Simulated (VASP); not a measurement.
A run of VASP 6.6.1 is set up as follows.

POSCAR

```
PbSe
1.0
    0.0000000000      3.4232041310      3.4232041310
    3.4232041310      0.0000000000      3.4232041310
    3.4232041310      3.4232041310      0.0000000000
Pb Se
1 1
Direct
    0.0000000000      0.0000000000      0.0000000000
    0.2500000000      0.2500000000      0.2500000000
```

The input INCAR.step1:

```
PREC     = Accurate       # precision mode
ENCUT    = 520            # plane-wave cutoff, eV
EDIFF    = 1E-5           # SCF threshold, eV
ISMEAR   = 0              # smearing method
SIGMA    = 0.01           # smearing width, eV
LREAL    = F              # projectors in reciprocal space
LASPH    = T              # aspherical terms in the spheres
NELM     = 100            # most SCF steps
ALGO     = Normal         # electronic algorithm
ISIF     = 2              # what is computed and relaxed
LWAVE    = T              # write WAVECAR
LCHARG   = F              # write CHGCAR
GGA      = PE             # functional
NBANDS   = 17             # bands
```

INCAR.step2

```
PREC     = Accurate       # precision mode
ENCUT    = 520            # plane-wave cutoff, eV
EDIFF    = 1E-6           # SCF threshold, eV
ISMEAR   = 0              # smearing method
SIGMA    = 0.01           # smearing width, eV
LREAL    = F              # projectors in reciprocal space
LASPH    = T              # aspherical terms in the spheres
NELM     = 100            # most SCF steps
ALGO     = Normal         # electronic algorithm
ISIF     = 2              # what is computed and relaxed
LWAVE    = F              # write WAVECAR
LCHARG   = F              # write CHGCAR
GGA      = PE             # functional
LHFCALC  = T              # exact exchange
HFSCREEN = 0.2079         # screening, 1/A
PRECFOCK = Normal       
ISTART   = 1            
NBANDS   = 17             # bands
```

The input KPOINTS:

```
regular mesh
0
Gamma
  4 4 4
```

Potentials or basis: VASP PAW PBE potentials, release 64 (Pb_d, Se).

Run with:

```bash
$ cat potpaw_PBE.64/Pb_d/POTCAR potpaw_PBE.64/Se/POTCAR > POTCAR
$ cp INCAR.step1 INCAR
$ mpirun -np 1 vasp_std > vasp.out
$ cp INCAR.step2 INCAR
$ mpirun -np 1 vasp_std > vasp.out
```

(1) What does it give for the band gap on the k mesh?

(2) What does it give for the pressure?

## Answers

(1) 1.07 eV, indirect (least direct gap 1.66 eV).

(2) 0.0 GPa.

Caveat: the PAW data sets were made with another functional, which shifts forces and pressure a little; spin-orbit coupling is left out, which as a rule narrows the gap of such compounds by several tenths of an eV.
